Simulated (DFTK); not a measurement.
Crystal: C.

```
C
1.0
     0.00000    1.78337    1.78337
     1.78337    0.00000    1.78337
     1.78337    1.78337    0.00000
C
2
Cartesian
  2.6751 2.6751 2.6751
  1.7834 1.7834 1.7834
```

This isn't the form of C at room conditions, which is graphite.

Base run:

```yaml
Program: DFTK 0.8.2
Functional: r2SCAN
Potentials_or_basis: SG15 1.2 (PBE)
Cutoff: 1225 eV
k_mesh: 13 × 13 × 13
Occupations: fermi-dirac, width 0.05 eV
Spin: no spin polarisation
```

Its results: band gap on the k mesh 4.27 eV, indirect (least direct gap 5.85 eV).

Q: The run is repeated on the same cell with these changes: functional from r2SCAN to BJ06. What comes out?

A: Band gap on the k mesh 4.10 eV, indirect (least direct gap 5.98 eV).

Caveats: the program leaves the constant c of mgga_x_tb09 at 1, so the potential is Becke-Johnson's (BJ06) and not Tran and Blaha's, with levels but no total energy (some runs).
